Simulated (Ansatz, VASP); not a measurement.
# BiCl: VASP beside Ansatz, part 2 of 2

Aim: how closely do two programs agree when they are given the same cell, functional and k mesh? The cell is generated by rule, not measured, and may not be a known phase. The cell is taken from a series of runs on this material, whose earlier steps may have relaxed, scaled, displaced or heated it; both programs get it as it stands.

VASP 6.6.1 and Ansatz 0.2.0.

So far: The starting structure; VASP: zone-centre phonons, PBE with D3(BJ).

The structure was built from a prototype and need not be the compound's stable phase.

## 3. Ansatz: zone-centre phonons, PBE with D3(BJ)

Level of this step: Ansatz beside VASP: Kohn-Sham DFT, plane waves, PBE with D3(BJ) (Ansatz).

Ansatz runs on its default PAW (the set named soft_2) files.

The same cell, functional, mesh and smearing now go to Ansatz, which takes its cutoff from its data sets.

File input.yaml:

```yaml
crystal:
  lattice:
    - [5.4220896611, 0.0, -0.4264842086]
    - [0.0, 4.3210494413, 0.0]
    - [-2.2804752528, 0.0, 5.6866615321]
  atoms:
    - { symbol: Bi, position: [0.4006116221, 0.25, 0.8012113972] }
    - { symbol: Bi, position: [0.5993883779, 0.75, 0.1987886028] }
    - { symbol: Cl, position: [0.8585533801, 0.25, 0.7171275849] }
    - { symbol: Cl, position: [0.1414466199, 0.75, 0.2828724151] }
kpoints:
  mp_grid: { grid: [8, 12, 8] }
hamiltonian:
  xc: pbe
  dispersion: d3bj
scf:
  occupations: { method: methfessel_paxton, width: 0.2 }
output:
  eigenvalues: true
phonons:
  method: dfpt
```

Started as:

```bash
> ansatz run input.yaml --threads 4 --pin off --max-ram 14336MiB --backend cpu --events-out ev --progress --plain --runs-dir out
```

Numbers of over 12 decimals in the logs are rounded to 6 here.

The program printed:

```text
zone centre: on kpoints.mp_grid the ground state, and the responses unless they are solved on pairs of k-points, stand on 238 of the mesh's 768 k-points, reduced under 2 symmetry operations, with k and −k counted as one. Each operation leaves every solved displacement unchanged or reverses it
Engine: ansatz 0.2.0, x86_64-unknown-linux-gnu
Pseudopotentials: kind: paw
Pseudopotential: Bi, paw, valence charge 15, recommended cutoff 420 eV (normal), Bi.paw.azcp
Pseudopotential: Cl, paw, valence charge 7, recommended cutoff 420 eV (normal), Cl.paw.azcp
Functional definition: PBE
  parameter kappa = 0.804
  parameter beta = 0.066725
  exchange = pbe_x(kappa = kappa, mu = beta*pi^2/3)
  correlation = pbe_c(beta = beta)
Crystal: 4 atoms, lattice volume = 129.031 Å³
Basis set: ecut = 420 eV, 2541 PW (Γ), exchange–correlation on 80×60×90 points (8 copies of the dense FFT grid, shifted against one another)
Bands: 27, of which v1, the nominal top of the filled ones, is band 22 counted from 1 (21 counted from 0)
Symmetry: 4 space group operations
k-points: 238 of 768 (irreducible under 2 space group operations, time reversal used)
Non-local potential: Bi, projectors of the file, l = 0: 2, l = 1: 2, l = 2: 2, l = 3: 2
Non-local potential: Cl, projectors of the file, l = 0: 2, l = 1: 2, l = 2: 2
PAW form: soft (Blöchl's): semilocal exchange-correlation on the pseudo side does not see the compensation charge
PAW one-centre angular grid: Bi, 590 points (default); XC on 64 Gauss nodes
PAW one-centre angular grid: Cl, 110 points (default); XC on 64 Gauss nodes
Initial density: superposition of atomic densities (neutral atoms: chi_scale 0, normalization atom), corrected by the library's trained network
Initial wavefunctions: pseudopotential atomic-orbital guess
Functional: x = pbe(κ = 0.804, μ = 0.219515), c = pbe(β = 0.066725)
SCF iter   1: F=—  HF=-26955.460382 eV  |F-HF|=—  |Δ(HF+E_count)|=         —  Δρ=2.29e-3  dr2=7.74e-3  ethr=1.77e-3  ⟨swp⟩=6.4  Hψ=29914  notcnv=0
preconditioner: auto → Kerker (q_TF=auto, 2.280 Å⁻¹)  [metal: Δε(μ)=0.035 eV  Ē_g=9.609 eV  σ=0.200 eV  W_gap=0.15  n_scr=24 (ndim 8)  ℏωp=16.0 eV  f_vac=0.057  D(μ)=0.38/eV (n_scr^D=0)]
SCF iter   2: F=—  HF=-26955.459531 eV  |F-HF|=—  |Δ(HF+E_count)|=   8.51e-4  S|Δr|=    0.00e0  Δρ=1.36e-3  dr2=3.01e-3  ethr=1.76e-5  ⟨swp⟩=2.1  Hψ=12381  notcnv=0
SCF iter   3: F=—  HF=-26955.460027 eV  |F-HF|=—  |Δ(HF+E_count)|=   4.96e-4  S|Δr|=    0.00e0  Δρ=3.58e-4  dr2=3.66e-4  ethr=6.85e-6  ⟨swp⟩=2.1  Hψ=8216  notcnv=0
SCF iter   4: F=—  HF=-26955.460117 eV  |F-HF|=—  |Δ(HF+E_count)|=   8.98e-5  S|Δr|=    0.00e0  Δρ=1.37e-4  dr2=8.15e-5  ethr=8.32e-7  ⟨swp⟩=2.6  Hψ=10330  notcnv=0
SCF iter   5: F=—  HF=-26955.460138 eV  |F-HF|=—  |Δ(HF+E_count)|=   2.16e-5  S|Δr|=    0.00e0  Δρ=5.40e-5  dr2=1.18e-5  ethr=1.85e-7  ⟨swp⟩=2.0  Hψ=8269  notcnv=0
SCF iter   6: F=—  HF=-26955.460142 eV  |F-HF|=—  |Δ(HF+E_count)|=   3.76e-6  S|Δr|=    0.00e0  Δρ=1.79e-5  dr2=9.67e-7  ethr=2.68e-8  ⟨swp⟩=2.0  Hψ=8267  notcnv=0
SCF iter   7: F=—  HF=-26955.460148 eV  |F-HF|=—  |Δ(HF+E_count)|=   5.67e-6  S|Δr|=    0.00e0  Δρ=6.55e-6  dr2=1.16e-7  ethr=2.20e-9  ⟨swp⟩=2.3  Hψ=9280  notcnv=0
SCF iter   8: F=—  HF=-26955.460148 eV  |F-HF|=—  |Δ(HF+E_count)|=   1.18e-7  S|Δr|=    0.00e0  Δρ=1.81e-6  dr2=7.26e-9  ethr=2.63e-10  ⟨swp⟩=2.0  Hψ=8524  notcnv=0
SCF iter   9: F=—  HF=-26955.460148 eV  |F-HF|=—  |Δ(HF+E_count)|=   1.21e-8  S|Δr|=    0.00e0  Δρ=5.09e-7  dr2=8.31e-10  ethr=1.65e-11  ⟨swp⟩=2.0  Hψ=8721  notcnv=0
SCF iter  10: F=—  HF=-26955.460148 eV  |F-HF|=—  |Δ(HF+E_count)|=  5.57e-10  S|Δr|=    0.00e0  Δρ=1.82e-7  dr2=1.15e-10  ethr=1.89e-12  ⟨swp⟩=2.0  Hψ=8348  notcnv=0
SCF iter  11: F=-26955.460148 eV  HF=-26955.460148 eV  |F-HF|=2.18e-11  |Δ(HF+E_count)|=  3.64e-12  S|Δr|=    0.00e0  Δρ=5.88e-8  dr2=7.85e-12  ethr=1.00e-12  ⟨swp⟩=9.1  Hψ=38332  notcnv=0
SCF 1 converged in 11 iterations: F = -26955.460148 eV  dr2 = 7.85e-12
  greatest PAW one-centre occupation: 0.989 electrons in one spin orbital (limit 2), on the Bi atom at site 1 (counted from 0), in its partial waves of l = 2
DFPT response loops at Γ: preconditioner auto → Kerker (q_TF=auto, 2.280 Å⁻¹) (partly filled bands, converged f_vac=0.058); β = 1.00, the filter's whole step (`scf.mixing.beta` (0.50) is not read by the response loops under this deck's `scf.mixing.preconditioner`; to damp them name `kerker` or `kerker_dos`, under which they read `scf.mixing.beta`, and type it under 1.00, their step now; both keys bind the ground state too); Broyden in place of MSR1
SCF converged after 11 iterations
Stability not checked: this state was not tested for a lower state beside it, because cold or Methfessel-Paxton smearing, or corrected tetrahedra, fill the levels in a way that the test cannot read (fill_not_monotonic; see scf.lower_state_search)
Free energy (F): -26955.460148 eV
Harris-Foulkes:  -26955.460148 eV  (|F-HF|=2.18e-11)
Internal energy: -26955.462543 eV  (E = F + TS)
E sigma→0 (E₀):  -26955.460747 eV
Entropy (-TS):   0.002395 eV (0.599 meV/atom)
Fermi energy:    6.140180 eV
Step filling:    the computed levels leave a gap of 0.0000 eV = 0.0 smearing widths at the electron count; against every level under it full and every level over it empty, smearing changes F+E_penalty+E_count by +0.678 meV and its σ→0 estimate by +0.079 meV
--- Per-component energies (eV) ---
  E_band       = -333.700181
  E_kinetic    = 924.907505
  E_local      = -3999.115771  (includes V_loc(G=0)·N_el)
  E_nonlocal   = 1178.002202
  E_hartree    = 1329.607424
  E_xc         = -516.587434
  E_vxc        = -531.854659  (∫ρ·V_xc dr)
  E_paw        = -22643.914493  (= ΣΔE_a)
  E_vpaw       = -564.853575  (= ΣTr[D̂ρ^β])
  E_aug_tail   = -0.000682  (compensation charges beyond the density's cutoff)
  E_ewald      = -3227.208160
  E_disp       = -1.153133  (pairwise vdW)
  E_smearing   = 0.002395  (= −TS)
  E_closure    = 0.000000  (closes the sum)
  Σ components = -26955.460148   (vs F -26955.460148, Δ=0.00e0)
--- Band table (eV; the first three rows and the last of 238) ---
  k-point 0: bands = [... 18 lower, 3.5216, 3.6518, 6.1548, 6.2136, 8.2618, 8.3329, 9.4315, 11.0725, ... 1 higher]
  k-point 1: bands = [... 18 lower, 3.4934, 3.5597, 6.1019, 6.1547, 8.1959, 8.3617, 9.4527, 10.9602, ... 1 higher]
  k-point 2: bands = [... 18 lower, 3.3444, 3.4118, 5.8830, 6.0122, 8.1552, 8.4357, 9.5136, 11.2604, ... 1 higher]
  k-point 237: bands = [... 18 lower, 3.2962, 3.2962, 4.8626, 4.8626, 7.1694, 7.1694, 8.8378, 8.8378, ... 1 higher]
--- Phonons (Γ-DFPT): 6 representative perturbations + reference, on 238 of 768 k-points (Σ response iterations 18) ---
  k mesh reduced under 2 symmetry operations, with k and −k counted as one. Each operation leaves every solved displacement unchanged or reverses it
  ASR residual: 7.839e-5 → 0.000e0 eV/Å²; symmetrization residual: 2.890e-5 eV/Å²
  pairwise dispersion correction: d3bj (s6 = 1.0, s8 = 0.7875, a1 = 0.4289, a2_bohr = 4.4407), with the weights of each atom's references fixed at the reference crystal's, and the forces and stress that the weights' published response gives there kept as a pressure on the atom's counted neighbours (hamiltonian.dispersion)
  ASR residual per site (eV/Å²): 3.98e-5 3.98e-5 7.84e-5 7.84e-5
  Γ frequencies (cm⁻¹): 0.00 0.00 0.00 22.03 50.03 70.06 91.73 107.63 110.10 114.17 123.78 129.45
  non-analytic LO–TO correction: not included (Born effective charges unavailable; polar crystals: no LO–TO splitting at Γ)
```

## 4. Side by side

Known differences besides the potentials themselves: the cutoff is 420 eV in Ansatz and 500 eV in VASP; Ansatz takes the dispersion share of the force constants at frozen C6 weights, VASP differentiates the full forces; VASP uses finite displacements, Ansatz perturbation theory. Total energies have different zeros and are not compared.

The two programs side by side:

| quantity | Ansatz | VASP | difference |
| --- | --- | --- | --- |
| optical mode 1 (cm⁻¹) | 22.0 | 22.1 | -0.1 |
| optical mode 2 (cm⁻¹) | 50.0 | 50.4 | -0.71 % |
| optical mode 3 (cm⁻¹) | 70.1 | 70.3 | -0.31 % |
| optical mode 4 (cm⁻¹) | 91.7 | 91.7 | +0.04 % |
| optical mode 5 (cm⁻¹) | 107.6 | 108.0 | -0.36 % |
| optical mode 6 (cm⁻¹) | 110.1 | 109.9 | +0.21 % |
| optical mode 7 (cm⁻¹) | 114.2 | 113.2 | +0.84 % |
| optical mode 8 (cm⁻¹) | 123.8 | 123.9 | -0.06 % |
| optical mode 9 (cm⁻¹) | 129.4 | 129.1 | +0.29 % |

Modes are paired by rising frequency, not by their patterns, so a pair may set unlike modes beside each other; they are those without the splitting of longitudinal modes.

## 5. Outcome

| Property | Result |
| --- | --- |
| r.m.s. difference of the optical zone-centre modes, each program's sorted by frequency (zone-centre phonons, PBE with D3(BJ)) | 0.40 cm⁻¹ |
| difference in optical mode 7 (zone-centre phonons, PBE with D3(BJ)) | +0.8 % |

**Reading.** The r.m.s. difference of the optical zone-centre modes, each program's sorted by frequency is 0.40 cm⁻¹ (zone-centre phonons, PBE with D3(BJ)). Among the rows given in per cent, the largest difference of the zone-centre phonons, PBE with D3(BJ) pair is in optical mode 7, +0.8 %. Such differences can come from data sets, numerical settings and the points named under the comparisons, not from the functional's error against experiment.

[Lines on the potential files, build, host, timing and source positions are cut from VASP's logs without a mark.]

[Logs are printed without paths, hosts, clocks, repeated set-up lines and the standing remarks that a program may print on its own settings, such as how far it seeks lower states.]

[Hosts, paths, dates, database ids (printed as entryN), source tags and the programs' standing remarks are cut or masked in the printed files.]
